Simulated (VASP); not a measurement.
Write the native input for VASP 6.6.1 that does the following.

```
Task                   : single point
Functional             : PBE
Potentials or basis    : VASP PAW PBE potentials, release 64 (Ge_d)
Cutoff                 : 520 eV
k mesh                 : 8 × 8 × 8
Occupations            : fermi-dirac, width 0.02 eV
Spin                   : no spin polarisation
Dipole correction      : no
Further INCAR settings : ALGO = Fast; EDIFF = 1e-07; NBANDS = 21
```

The structure of Ge lies in POSCAR:

```
Ge
1.0
    0.0000000000      2.8808450516      2.8066145844
    2.8808450516      0.0000000000      2.8066145844
    2.8808450516      2.8808450516      0.0000000000
Ge
2
Direct
    0.0000000000      0.0000000000      0.0000000000
    0.2500000000      0.2500000000      0.2500000000
```

The cell was built by a generator and needn't be a form met in nature.

The cell isn't the ideal one: epitaxial_xy strain +1.6%.

The input as run:

INCAR

```
SYSTEM = Ge
PREC = Accurate
ENCUT = 520
EDIFF = 1E-7
ISMEAR = -1
SIGMA = 0.02
LREAL = .False.
LASPH = .True.
NELM = 100
ALGO = Fast
ISIF = 2
LWAVE = .False.
LCHARG = .False.
GGA = PE
NBANDS = 21
```

KPOINTS

```
regular mesh
0
Gamma
  8 8 8
  0 0 0
```

Potentials or basis: VASP PAW PBE potentials, release 64 (Ge_d).

Launch:

```sh
$ cat potpaw_PBE.64/Ge_d/POTCAR > POTCAR
$ mpirun -np 1 vasp_std > vasp.out
```

It gave:

The pressure is 1.6 GPa. The band gap on the k mesh is 0.15 eV, indirect (least direct gap 0.19 eV).

Wall time 34 s on 1 thread of AMD EPYC 9R45 96-Core Processor (Zen 5), with other jobs on the host, peak memory 0.16 GiB.
